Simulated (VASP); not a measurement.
Input for VASP

POSCAR:
```
CsCl
1
    4.1200000000     0.0000000000     0.0000000000
    0.0000000000     4.1200000000     0.0000000000
    0.0000000000     0.0000000000     4.1200000000
Cs Cl
1 1
Direct
  0.0000000000   0.0000000000   0.0000000000
  0.5000000000   0.5000000000   0.5000000000
```

### KPOINTS
```
Automatic mesh
0
Gamma
5 5 5
0 0 0
```

### INCAR
```
SYSTEM = CsCl
PREC = Accurate
ENCUT = 520
EDIFF = 1E-6
NELM = 60
ALGO = Normal
LREAL = .FALSE.
LASPH = .TRUE.
ISMEAR = 0
SIGMA = 0.05
GGA = PE
LMAXMIX = 4
LWAVE = .FALSE.
LCHARG = .FALSE.
ISIF = 2
```

POTCAR, in this order: Cl Cs_sv (PBE.64 set). Program: vasp_std.

### Question
What happens when VASP runs on this input?

### Answer
There is a fault: POTCAR lists the elements in another order than POSCAR. The run ends without an error. Against the sound run, the pressure is nearly the same; the band gap hardly moves.

### standard output
```
 POSCAR found type information on POSCAR CsCl
 POSCAR found :  2 types and       2 ions
 Reading from existing POTCAR
 Reading from existing POTCAR
 WARNING: type information on POSCAR and POTCAR are incompatible
 POTCAR overwrites the type information in POSCAR
 typ   1 type information:  Cs Cl
 WARNING: type information on POSCAR and POTCAR are incompatible
 POTCAR overwrites the type information in POSCAR
 typ   2 type information:  Cl Cs
 LDA part: xc-table for (Slater+PW92), standard interpolation
 POSCAR, INCAR and KPOINTS ok, starting setup
 WAVECAR not read
 entering main loop
       N       E                     dE             d eps       ncg     rms          rms(c)
DAV:   1     0.918459363883E+02    0.91846E+02   -0.64284E+03   240   0.109E+03
DAV:   2    -0.611570957854E+00   -0.92458E+02   -0.87316E+02   384   0.184E+02
DAV:   3    -0.687751737577E+01   -0.62659E+01   -0.62483E+01   316   0.530E+01
DAV:   4    -0.693923378946E+01   -0.61716E-01   -0.61693E-01   268   0.660E+00
DAV:   5    -0.694018520923E+01   -0.95142E-03   -0.95136E-03   304   0.789E-01    0.234E+00
DAV:   6    -0.656911693127E+01    0.37107E+00   -0.63630E-01   272   0.461E+00    0.180E+00
DAV:   7    -0.652466188547E+01    0.44455E-01   -0.20634E-01   328   0.258E+00    0.106E+00
DAV:   8    -0.652546331311E+01   -0.80143E-03   -0.14597E-02   276   0.940E-01    0.137E-01
DAV:   9    -0.652580434571E+01   -0.34103E-03   -0.34690E-03   308   0.384E-01    0.118E-01
DAV:  10    -0.652594778230E+01   -0.14344E-03   -0.28083E-04   288   0.143E-01    0.189E-02
DAV:  11    -0.652596431578E+01   -0.16533E-04   -0.35015E-05   296   0.442E-02    0.584E-03
DAV:  12    -0.652596413323E+01    0.18256E-06   -0.90044E-06   292   0.194E-02
   1 F= -.65259641E+01 E0= -.65259641E+01  d E =-.403732E-18
```

File OUTCAR:
```
------------------------ aborting loop because EDIFF is reached ----------------------------------------
  FORCE on cell =-STRESS in cart. coord.  units (eV):
  Direction    XX          YY          ZZ          XY          YZ          ZX
  --------------------------------------------------------------------------------------
  Total        0.4665233      0.4665233      0.4665233      0.0000000      0.0000000      0.0000000
  in kB       10.6878981     10.6878981     10.6878981      0.0000000      0.0000000      0.0000000
  external PRESSURE =      10.6878981 kB  Pullay stress =       0.0000000 kB
  volume of cell :       69.93
      direct lattice vectors                 reciprocal lattice vectors
     4.120000000  0.000000000  0.000000000     0.242718447  0.000000000  0.000000000
     0.000000000  4.120000000  0.000000000     0.000000000  0.242718447  0.000000000
     0.000000000  0.000000000  4.120000000     0.000000000  0.000000000  0.242718447
 POSITION                                       TOTAL-FORCE (eV/Angst)
 -----------------------------------------------------------------------------------
      0.00000      0.00000      0.00000         0.000000      0.000000      0.000000
      2.06000      2.06000      2.06000         0.000000      0.000000      0.000000
 -----------------------------------------------------------------------------------
    total drift:                                0.000000     -0.000000     -0.000000
  FREE ENERGIE OF THE ION-ELECTRON SYSTEM (eV)
  ---------------------------------------------------
  free  energy   TOTEN  =        -6.5259641332 eV

  energy  without entropy=       -6.5259641332  energy(sigma->0) =       -6.52596413
```
(Selected blocks of OUTCAR.)

To mend it, use POTCAR Cs_sv Cl of the PBE.64 set.

The mended run (PBE GGA, plane waves, VASP's PBE PAW potentials (set 64)) converges, and its OSZICAR ends with
```
   1 F= -.65259641E+01 E0= -.65259641E+01  d E =-.403491E-18
```

The compound is CsCl in the CsCl type structure. The cell was not relaxed at this level.
